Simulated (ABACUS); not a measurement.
Set up this calculation in ABACUS 3.10.1, as the native input.

- Task: single point
- Functional: PBE
- Potentials or basis: PseudoDojo NC SR 0.5 PBE standard
- Cutoff: 1361 eV
- Density cutoff: 5442 eV
- Basis: TZDP LCAO (the cutoffs set its grid)
- k mesh: 7 × 7 × 7
- Occupations: fermi-dirac, width 0.05 eV
- Spin: no spin polarisation
- Orbital files: In In_confined-atom_8au_3s3p3d1f.orb, P P_confined-atom_7au_3s3p2d1f.orb
- Radial cutoff of the potentials (pseudo_rcut): 10 bohr
- SCF threshold on the density: 1e-07
- Max SCF steps: 100
- Eigensolver: genelpa
- Mixing: broyden
- Mixing share: 0.7
- Symmetry key: 1
- Bands: 19

Crystal: InP.

```
CELL_PARAMETERS angstrom
0.00000 2.93050 2.93050
2.93050 0.00000 2.93050
2.93050 2.93050 0.00000
ATOMIC_POSITIONS crystal
In 0.00000 0.00000 0.00000
P 0.75000 0.75000 0.75000
```

One way to write it, as run:

INPUT

```
INPUT_PARAMETERS
suffix              InP
calculation         scf
basis_type          lcao
pseudo_dir          ./
orbital_dir         ./
symmetry            1
dft_functional      pbe
ecutwfc             100
pseudo_rcut         10
nspin               1
nbands              19
ks_solver           genelpa
smearing_method     fd
smearing_sigma      0.00367493
scf_thr             1e-07
scf_nmax            100
mixing_type         broyden
mixing_beta         0.7
cal_force           1
cal_stress          1
out_mul             1
out_chg             1
```

STRU

```
ATOMIC_SPECIES
In 114.8180 In.upf
P 30.9738 P.upf

NUMERICAL_ORBITAL
In_confined-atom_8au_3s3p3d1f.orb
P_confined-atom_7au_3s3p2d1f.orb

LATTICE_CONSTANT
1.8897261246

LATTICE_VECTORS
0.0000000000 2.9305000000 2.9305000000
2.9305000000 0.0000000000 2.9305000000
2.9305000000 2.9305000000 0.0000000000

ATOMIC_POSITIONS
Cartesian

In
0.0
1
0.0000000000 0.0000000000 0.0000000000 1 1 1

P
0.0
1
4.3957500000 4.3957500000 4.3957500000 1 1 1
```

KPT

```
K_POINTS
0
Gamma
7 7 7 0 0 0
```

Potentials or basis: PseudoDojo NC SR 0.5 PBE standard, TZDP LCAO (the cutoffs set its grid).

Command:

```bash
$ OMP_NUM_THREADS=1 mpirun -np 4 abacus > log
```

It gave:

The pressure is 3.7 GPa, the band gap on the k mesh is 0.84 eV, direct and the mulliken charges are In -0.15; P +0.15 e.

Caveat: the atomic orbitals were generated for these runs and aren't a published set; Mulliken charges move with the basis; spin-orbit coupling is left out, which moves the levels of the heavy elements; the basis of atomic orbitals isn't converged, which shifts pressures, moduli and gaps.

It took 19 s on 4 MPI ranks on Intel(R) Xeon(R) Platinum 8259CL CPU @ 2.50GHz (Skylake/Cascade Lake), with other jobs on the host, peak memory 0.56 GiB a rank.
